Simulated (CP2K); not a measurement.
The system is KBr.

```
Br K
1.0
     4.66690    0.00000    0.00000
     2.33345    4.04166    0.00000
     2.33345    1.34722    3.81051
Br K
1 1
Direct
  0.50000 0.50000 0.50000
  0.00000 0.00000 0.00000
```

Base run:

- Program: CP2K 2026.2
- Functional: WC
- Potentials or basis: POTENTIAL_UZH Br GTH-PBE-q7, K GTH-PBE-q9; TZVP-MOLOPT-PBE-GTH basis
- Density cutoff: 9184 eV
- k mesh: 7 × 7 × 7
- Occupations: fermi-dirac, width 0.05 eV
- Spin: no spin polarisation

Its results: band gap on the k mesh 4.24 eV, direct; pressure -0.1 GPa.

Problem. After a change of settings the same cell gave: band gap on the k mesh 3.93 eV, direct; pressure -1.4 GPa. Which change was it?
A. functional from WC to MS2
B. functional from WC to LDA
C. functional from WC to PBE
D. functional from WC to PBEsol; density cutoff from 9184 eV to 6123 eV; cutoff of the grids from 675 Ry to 450 Ry

Solution. B.

LDA binds more tightly than WC, so the same cell stands under less pressure.

Caveats: the potentials were made for another functional, which shifts forces and pressure; the basis of atomic orbitals isn't converged, which shifts pressures, moduli and gaps.

Not every run made on this cell is shown here.
